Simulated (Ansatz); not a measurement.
TiO2 — ¹⁷O NMR of the central transition

Cell: a computed structure from the Materials Project (it need not be an observed phase).

Space group C2/m (No. 12); a = 12.3072, b = 3.7669, c = 6.6162 Å, β = 106.95°.

```csv
site,Wyckoff,site symmetry,x,y,z
Ti1,4i,m,0.8047,0.0000,0.7162
Ti2,4i,m,0.0999,0.0000,0.7104
O5,4i,m,0.0584,0.0000,0.3700
O6,4i,m,0.6381,0.0000,0.7066
O7,4i,m,0.1328,0.0000,0.0047
O9,4i,m,0.7365,0.0000,0.3475
```

One atom of each set is listed; the run and its k-mesh use a cell of 12 atoms with edges of 6.44, 6.44, 6.62 Å.

Level of theory: DFT, r2SCAN, plane waves and PAW (field gradients read without the response of the frozen cores, which leaves them typically 4 to 6 % off), scalar-relativistic, 500 eV cutoff, Γ-centred 7×7×4 k-points, Fermi–Dirac smearing 0.02 eV (Ansatz 0.2.0).

¹⁷O has I = 5/2 and Q = -25.58 mb (Pyykkö 2018); at 23.5 T its Larmor frequency is ν₀ = 135.7 MHz. Only the quadrupole interaction is simulated: positions count from each site's isotropic chemical shift, and J coupling is left out, as are shift anisotropy and dipolar coupling, which fast spinning averages.

(1) What does the ¹⁷O spectrum (fast magic-angle spinning) show for each site?

Answers

(1) 

```tsv
site	first shell	C_Q (MHz)	η	P_Q (MHz)	δ_QIS (ppm)	breadth (kHz)
O5	3 Ti at 1.86–2.16 Å	-1.20	0.10	1.20	-0.469	0.141
O6	3 Ti at 1.94–2.03 Å	-1.86	0.98	2.13	-1.48	0.443
O7	2 Ti at 1.78–1.87 Å, angle 168°	-0.949	0.59	1.00	-0.328	0.103
O9	4 Ti at 1.96–2.34 Å	-1.25	0.92	1.41	-0.648	0.196
```

δ_QIS = −(ν_Q²/30ν₀²)[I(I+1) − 3/4](1 + η²/3) × 10⁶ ppm with ν_Q = 3|C_Q|/[2I(2I−1)]; it falls as 1/B₀² in ppm, and the breadth as 1/B₀ in kHz.

At O7 V_zz points along the line of its two bonds (within 4°).

At this cell the r2SCAN pressure is -6 GPa, so with r2SCAN the cell would shrink if it were relaxed. The entry's cell may itself be off. The largest force is 0.3 eV/Å, so the atoms aren't at the calculated equilibrium and relaxing them would move these values.
